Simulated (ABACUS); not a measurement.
Crystal: CuI (Marshite).

```
I Cu
1.0
     0.00000    3.03150    3.03150
     3.03150    0.00000    3.03150
     3.03150    3.03150    0.00000
I Cu
1 1
Direct
  0.00000 0.00000 0.00000
  0.75000 0.75000 0.75000
```

| Item | Value |
| --- | --- |
| Program | ABACUS 3.10.1 |
| Task | relaxation of cell and atoms |
| Functional | LDA |
| Potentials or basis | GBRV ultrasoft 1.5 LDA |
| Cutoff | 544 eV |
| Density cutoff | 4354 eV |
| Basis | plane waves |
| k mesh | 6 × 6 × 6 |
| Occupations | fermi-dirac, width 0.05 eV |
| Spin | no spin polarisation |

At the start: pressure -4.6 GPa; volume 27.86 Å³/atom.

Q: Where does the relaxation end?

A: Over 3 steps the energy falls by 40.6 meV/atom and the volume is 25.18 Å³/atom (-9.6 %); space group F-43m (No. 216, to 0.05 Å).

The path:
```tsv
step	energy change (eV)	largest force (eV/Å)	pressure (GPa)	volume (Å³)
1	0.0000	0.0000	-4.58	55.72
2	-0.0772	0.0000	1.11	49.32
3	-0.0811	0.0000	0.07	50.36
```

Final structure:
```
I Cu
1.0
     0.00000    2.93104    2.93104
     2.93104    0.00000    2.93104
     2.93104    2.93104    0.00000
I Cu
1 1
Cartesian
  0.0000 0.0000 0.0000
  4.3966 4.3966 4.3966
```
